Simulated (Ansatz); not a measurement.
The calculation used Ansatz 0.2.0, DFT PBE, scalar-relativistic, plane waves, PAW. Settings: cutoff 420 eV, Γ-centred meshes spaced at most about 0.3 Å⁻¹, and about 0.25 Å⁻¹ or finer for metals (2π included), Gaussian smearing. No spin polarisation.

Each guess is relaxed in cell and atoms at zero pressure, on a coarse mesh first where it starts far from rest and then on a converged one. The steps can't lower the symmetry of the start, but it can rise. Energies are static (0 K, no zero-point motion).

Two unrelaxed guesses for Sn3Ge2:

A.

```cif
data_structure
_symmetry_space_group_name_H-M 'I4/mmm'
_symmetry_Int_Tables_number 139
_cell_length_a 3.2626
_cell_length_b 3.2626
_cell_length_c 23.0699
_cell_angle_alpha 90.000
_cell_angle_beta 90.000
_cell_angle_gamma 90.000
_cell_volume 245.57
loop_
_atom_site_label
_atom_site_type_symbol
_atom_site_symmetry_multiplicity
_atom_site_Wyckoff_symbol
_atom_site_fract_x
_atom_site_fract_y
_atom_site_fract_z
_atom_site_occupancy
Sn1 Sn 4 e 0.50000 0.50000 0.30000 1
Sn2 Sn 2 a 0.00000 0.00000 0.00000 1
Ge1 Ge 4 e 0.00000 0.00000 0.40000 1
```

B.

```cif
data_structure
_symmetry_space_group_name_H-M 'R-3m:H'
_symmetry_Int_Tables_number 166
_cell_length_a 3.2626
_cell_length_b 3.2626
_cell_length_c 39.9583
_cell_angle_alpha 90.000
_cell_angle_beta 90.000
_cell_angle_gamma 120.000
_cell_volume 368.35
loop_
_atom_site_label
_atom_site_type_symbol
_atom_site_symmetry_multiplicity
_atom_site_Wyckoff_symbol
_atom_site_fract_x
_atom_site_fract_y
_atom_site_fract_z
_atom_site_occupancy
Sn1 Sn 6 c 0.00000 0.00000 0.70000 1
Sn2 Sn 3 b 0.66667 0.33333 0.83333 1
Ge1 Ge 6 c 0.33333 0.66667 0.76667 1
```

**Question.** Where do they end, and which end is lower?

**Answer.** A ends lower, by 28 meV/atom. A: I4/mmm at 24.6 Å³/atom → I4/mmm at 24.5 Å³/atom; B: R-3m at 24.6 Å³/atom → R-3m at 24.8 Å³/atom. Counting Ge atoms around Sn (those within 1.25 times the shortest such distance or 1.15 times the sum of covalent radii, 1.27 where that leaves under three; the shortest distance is added where it exceeds 1.18 times the sum of covalent radii; a slash parts the counts of unlike sites), the end of A has Sn 4 from 3.1 Å/8 from 3.2 Å and the end of B has Sn 3 from 3.1 Å/6 from 3.2 Å. End of A. Conventional cell: a = 3.452 Å, c = 20.531 Å. Sn on a site of symmetry 4mm has 4 Ge at 3.10 Å, 8 Sn at 3.45 Å and 1 Sn at 3.91 Å; around Sn on a site of symmetry 4/mmm lie 8 Ge at 3.16 Å, 4 Sn at 3.45 Å and 2 Sn at 3.91 Å; Ge has 8 Sn at 3.10–3.16 Å and 4 Ge at 3.45 Å. End of B. Conventional cell: a = 3.338 Å, c = 38.559 Å. Sn on a site of symmetry 3m is surrounded by 3 Ge at 3.11 Å and 9 Sn at 3.34–3.51 Å; around Sn on a site of symmetry -3m lie 6 Ge at 3.18 Å and 6 Sn at 3.34 Å; around Ge lie 6 Sn at 3.11–3.18 Å and 6 Ge at 3.34 Å.

Ends held by symmetry can be saddle points. Neither end is the lowest form computed: that has Sn and Ge ordered on bcc sites, space group I4/mmm (No. 139) and lies 14 meV/atom below the better end. Even the lowest of the cells shown lies +0.18 eV/atom against the elements. For metals, differences of a few meV/atom aren't resolved. Some structure types and database cells were kept out of the candidates from the start, so a known form may be missing.
